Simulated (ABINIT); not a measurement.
PbS:

```
CELL_PARAMETERS angstrom
3.65366 0.00000 0.00000
0.00000 3.65366 0.00000
0.00000 0.00000 3.65366
ATOMIC_POSITIONS crystal
Pb 0.00000 0.00000 0.00000
S 0.50000 0.50000 0.50000
```

Measurements of this composition are mostly on another form, of space group No. 225.

Base run:

* Program: ABINIT 10.8.3 (patched build)
* Functional: LDA
* Potentials or basis: JTH PAW PBE v2.0
* Cutoff: 707 eV
* k mesh: 7 × 7 × 7
* Occupations: fermi-dirac, width 0.05 eV
* Spin: no spin polarisation

Its results: pressure -5.4 GPa.

**Question.** After a change of settings the same cell gave: pressure 1.8 GPa. Which change was it?
A. functional from LDA to WC
B. functional from LDA to PW91
C. functional from LDA to AM05
D. functional from LDA to RPBE

**Answer.** D.

RPBE binds less tightly than LDA, so the same cell stands under more pressure.

Caveats: the PAW data sets were made with another functional, which shifts forces and pressure a little.

Runs at the PBE level aren't shown here.
